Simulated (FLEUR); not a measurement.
Ni under changes of volume

One of the cells (10.597 Å³/atom); the others are scaled copies at fixed shape and fractional positions:

```
Ni
1.0
    -1.38372    1.38372    1.38372
     1.38372   -1.38372    1.38372
     1.38372    1.38372   -1.38372
Ni
1
Direct
  0.00000 0.00000 0.00000
```

This isn't the form of Ni at room conditions, which is fcc.

```yaml
Program: FLEUR MaX-R8.1 (later development tree)
Functional: LDA
Potentials_or_basis: all-electron
Basis: FLAPW
Kmax: 4.78 1/bohr
k_mesh: 13 × 13 × 13
Occupations: fermi-dirac, width 0.05 eV
Spin: collinear spin, ferromagnetic start
Starting_moments: "[1.0] μB"
```

```tsv
volume (Å³/atom)	energy over the lowest point (meV/atom)	moment (μB per cell)
9.962	0.00	0.21
10.174	1.23	0.30
10.597	19.18	0.55
11.021	56.41	0.58
11.233	?	?
```

Task: What does the run at 11.233 Å³/atom give?

Result: Energy over the lowest point 81.26 meV/atom; moment 0.59 μB per cell.

Worked out: A Birch-Murnaghan fit of order 2 (a polynomial in V^(-2/3)) to the other rows has its minimum at 10.04 Å³/atom with B0 = V·E''(V) = 220 GPa. It gives 80.73 meV/atom at 11.233 Å³/atom, against the run's 81.26. A parabola through the other rows of the moment, of slope -0.165 μB per Å³/atom there, extrapolates to 0.57 μB, against the run's 0.59.

Energies are extrapolated to zero smearing.
